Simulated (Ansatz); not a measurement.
MoSe2 under changes of volume

One of the cells (20.129 Å³/atom); the others are scaled copies at fixed shape and fractional positions:

```
CELL_PARAMETERS angstrom
3.28800 0.00000 0.00000
-1.64400 2.84749 0.00000
0.00000 0.00000 12.90000
ATOMIC_POSITIONS crystal
Mo 0.66667 0.33333 0.75000
Mo 0.33333 0.66667 0.25000
Se 0.66667 0.33333 0.37500
Se 0.33333 0.66667 0.87500
Se 0.66667 0.33333 0.12500
Se 0.33333 0.66667 0.62500
```

* Program: Ansatz 0.2.0
* Functional: PBEsol
* Potentials or basis: Ansatz PAW
* Cutoff: 420 eV (not typed: the program's choice for these potentials)
* k mesh: 9 × 9 × 2
* Occupations: fermi-dirac, width 0.05 eV
* Spin: no spin polarisation

| volume (Å³/atom) | energy over the lowest point (meV/atom) | pressure (GPa) | largest force (eV/Å) |
| --- | --- | --- | --- |
| 18.922 | 64.57 | 13.3 | 1.963 |
| 19.324 | ? | ? | ? |
| 19.727 | 16.30 | 6.2 | 1.155 |
| 20.129 | 4.57 | 3.2 | 0.795 |
| 20.532 | 0.00 | 0.5 | 0.462 |
| 20.935 | 1.86 | -1.9 | 0.153 |
| 21.337 | 9.51 | -4.1 | 0.134 |

What does the run at 19.324 Å³/atom give?

Energy over the lowest point 36.00 meV/atom; pressure 9.5 GPa; largest force 1.543 eV/Å.

Worked out: A Birch-Murnaghan fit of order 3 (a polynomial in V^(-2/3)) to the other rows has its minimum at 20.61 Å³/atom with B0 = V·E''(V) = 128 GPa and B' = 4.4 at fixed shape and positions, which overstates the stiffness. It gives 36.03 meV/atom at 19.324 Å³/atom, against the run's 36.00, and -dE/dV = 9.5 GPa, against 9.5.

Energies are extrapolated to zero smearing.

Caveats: the cell's inner coordinates are idealised or old, which leaves forces on the atoms; this functional lacks dispersion, which binds the layers, so the pressure and a relaxed spacing across them are unreliable; the PAW data sets come from PBE, with cores solved anew for the run's functional, which leaves a small shift of forces and pressure.
